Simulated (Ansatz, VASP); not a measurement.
# Two plane-wave programs on CoO

```
CELL_PARAMETERS angstrom
2.82845 0.00000 0.00000
-1.41423 2.44951 0.00000
0.00000 0.00000 2.72172
ATOMIC_POSITIONS crystal
Co 0.00000 0.00000 0.50000
O 0.66667 0.33333 0.00000
```

The cell was built by a generator and needn't be a form met in nature.

Alike in both runs: task relaxation of cell and atoms; functional PBE; dispersion D4; k mesh 8 × 8 × 7; occupations fermi-dirac, width 0.05 eV; collinear spin, ferromagnetic start.

```csv
,VASP,Ansatz
version,VASP 6.6.1,Ansatz 0.2.0
potentials or method,"VASP PAW PBE potentials, release 64 (Co, O)",Ansatz PAW
plane-wave cutoff (eV),600,420
valence electrons in the cell,15,23
```

```csv
,VASP,Ansatz,Ansatz less VASP
"gap on the k mesh at the Fermi level, each at its own relaxed structure (eV)",none,none,-
net moment per atom (μB),1.50,1.50,0.000
size of the moment on the site where the two differ most (μB),2.54,2.50,-0.045
relaxed volume (Å³/atom),9.22,9.26,+0.033
relaxed cell length with the largest relative difference (Å),2.708,2.713,+0.0046
energy change over the relaxation (meV/atom),-2,-2,+0.6
```

Site moments also hang on the region over which each program counts them. A gap of «none» marks a metal or a gap that the smearing closes. The two sets of potentials don't hold the same shells in valence.

Caveats: a cell with one magnetic atom can't hold antiferromagnetic order, which such compounds often take; semilocal functionals often make such compounds metallic where correlation or magnetic order opens a gap, which also shifts bond lengths; pairwise dispersion overbinds metals, which lowers pressure and volume; the plane-wave basis is chosen anew once the cell has moved, so the energies of steps on either side of that aren't comparable (Ansatz); the pressure holds a Pulay correction of +0.8 GPa for the finite cutoff (Ansatz). With open d or f shells a metallic result of PBE can be an artefact of self-interaction; +U or a hybrid may open a gap.
